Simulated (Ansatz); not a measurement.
## ZnS at 35 GPa: from Born charge to LO–TO splitting and polaron coupling

Theory: DFT PBE, scalar-relativistic, plane waves, PAW (Ansatz). Settings: 420 eV plane-wave cutoff, Γ-centred 10×10×10 mesh, fixed occupations. No spin polarisation. Phonons by linear response, acoustic sum rule imposed.

The cell, relaxed at 35 GPa:
```xyz
2
Lattice="0.0000 2.4840 2.4840 2.4840 0.0000 2.4840 2.4840 2.4840 0.0000" Properties=species:S:1:pos:R:3 pbc="T T T"
Zn    0.0000    0.0000    0.0000
S     3.7260    3.7260    3.7260
```

The real crystal has changed phase below this pressure.

Linear response gives ν_TO = 405.4 cm⁻¹, Born charges ±1.628 e (positive on Zn) and ε∞ = 6.123. The primitive cell holds 30.653 Å³, and the masses are 65.380 and 32.060 amu.

Question: Find ν_LO and the static dielectric constant.

Answer: The long-wave field adds a restoring force: ω_LO² − ω_TO² = Z*²e²/(ε_vac ε∞ μV). In these units ν_LO² − ν_TO² = 4.92064×10⁷ Z*²/(μ V ε∞) cm⁻², with μ = m₁m₂/(m₁ + m₂) = 21.512 amu: 32291 cm⁻². So ν_LO = √(405.4² + 32291) = 443.5 cm⁻¹, and the run gives 443.5. Lyddane–Sachs–Teller then gives ε0 = ε∞ (ν_LO/ν_TO)² = 7.33, against 7.33 in the run (it forms both from the same three quantities, so the match checks the arithmetic only). Between ν_TO and ν_LO the dielectric function is negative and an undamped crystal reflects fully: a reststrahlen band from 22.5 to 24.7 μm.

Question: What do the Clausius–Mossotti polarisability and the Szigeti charge come to?

Answer: With the Lorentz local field, α = (3V/4π)(ε∞ − 1)/(ε∞ + 2) = 4.62 Å³ for the pair, and e_S = 3Z*/(ε∞ + 2) = 0.60 e. The Born charge includes the electrons' response to the dipole's own local field, and e_S takes that enhancement out. The Lorentz field assumes point-like polarisable ions, a poor picture once ε∞ is this large, since the electron clouds then overlap or are shared, so both numbers are formal here.

Question: How strongly does a slow electron couple to the LO mode?

Answer: For one isotropic parabolic band, Fröhlich's constant is α_F = (1/ε∞ − 1/ε0) √(m* Ry/ħω_LO), with Ry = 13.606 eV, ħω_LO = 55.0 meV and m* in free-electron masses: α_F = 0.0268 × 15.73 × √m* = 0.42 √m*. The band mass isn't part of this run; for m* = 0.1, 0.3 and 1 it gives 0.13, 0.23, 0.42. In weak coupling the polaron lies α_F ħω_LO below the band edge (13 meV at m* = 0.3) with a mass m*(1 + α_F/6); past α_F of about 5 or 6 that expansion fails. A semilocal functional's ε∞ tends to be too large, which taken alone lowers α_F.

Cost: 1 run of about 0.41 core-minutes, on AMD EPYC 9R45 (Zen 5) (shared hosts).

The lattice adds only modestly to an already large electronic screening, so the static dielectric constant of 7.33 is mostly electronic in origin. The ionic part scales as the square of the Born charge over the squared TO frequency, and the stiff Zn–S bond, with a TO mode at 405.4 cm⁻¹, keeps it small. The Born charge of 1.628 e lies below the formal divalent value, as expected for polar covalent bonds between S 3p and Zn 4s and 4p states. It measures charge flow during displacement, however, and is not a static ionic charge.

The same balance explains the weak Fröhlich coupling: little screening is left for the ions to supply, and the high LO energy reduces the coupling further. Even for the heaviest mass considered, α_F is only 0.42, which supports a large, weakly dressed electron polaron rather than self-trapping by this long-range interaction. The conclusion doesn't carry over directly to holes, since the degenerate p-like valence-band top of zinc blende calls for a multiband treatment.
